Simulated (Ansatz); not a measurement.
SrCl2 in Ansatz: the effect of functional

Crystal: SrCl2.

```
Sr Cl
1.0
     0.00000    3.55677    3.55677
     3.55677    0.00000    3.55677
     3.55677    3.55677    0.00000
Sr Cl
1 2
Direct
  0.00000 0.00000 0.00000
  0.75000 0.75000 0.75000
  0.25000 0.25000 0.25000
```

The cell isn't the ideal one: volume scaled by 1.06.

Alike in all runs:

```yaml
Program: Ansatz 0.2.0
Task: single point
Potentials_or_basis: Ansatz PAW
k_mesh: 7 × 7 × 7
Occupations: fermi-dirac, width 0.05 eV
Spin: no spin polarisation
```

```csv
functional,cutoff,gap on the mesh (eV),pressure (GPa)
LDA,420 eV (not typed: the program's choice for these potentials),4.70,-4.4
PBEsol,420 eV (not typed: the program's choice for these potentials),?,?
r2SCAN,500 eV (not typed: the program's choice for these potentials),5.78,-1.7
```

**Question.** What does the run with functional PBEsol give?

**Answer.** gap on the mesh 4.96 eV; pressure -2.7 GPa.

Caveats: odd divisions of the mesh miss points on the zone boundary, where band edges often lie, so the gap on the mesh can be too wide; the PAW data sets come from PBE, with cores solved anew for the run's functional, which leaves a small shift of forces and pressure.

A k mesh can miss the band edges.

Runs at the PBE level aren't shown here.
